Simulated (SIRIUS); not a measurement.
Ti:

```xyz
2
Lattice="2.9500 0.0000 0.0000 -1.4750 2.5548 0.0000 0.0000 0.0000 4.6800" Properties=species:S:1:pos:R:3 pbc="T T T"
Ti    1.4750    0.8516    3.5100
Ti    0.0000    1.7032    1.1700
```

* Program: SIRIUS 7.12.0
* Task: single point
* Functional: PBEsol
* Potentials or basis: all-electron FP-LAPW
* Cutoff: 183 eV
* Basis: apw+lo standard
* k mesh: 10 × 10 × 6
* Occupations: fermi-dirac, width 0.05 eV
* Spin: no spin polarisation

On this cell: largest force under 0.003 eV/Å; band gap on the k mesh none (metal or under the smearing width).

The same run follows on a disturbed copy (atoms moved at random):

```
CELL_PARAMETERS angstrom
2.95000 0.00000 0.00000
-1.47500 2.55477 0.00000
0.00000 0.00000 4.68000
ATOMIC_POSITIONS crystal
Ti 0.68616 0.32688 0.74849
Ti 0.33797 0.67291 0.24873
```

Q: What changes?

A: The energy (extrapolated to zero smearing) moves by +2.0 meV/atom; largest force 0.102 eV/Å; band gap on the k mesh none (metal or under the smearing width).

Forces in eV/Å, atoms in the order of the input:
```
Ti  -0.090  0.046  0.003
Ti   0.090 -0.046 -0.003
```
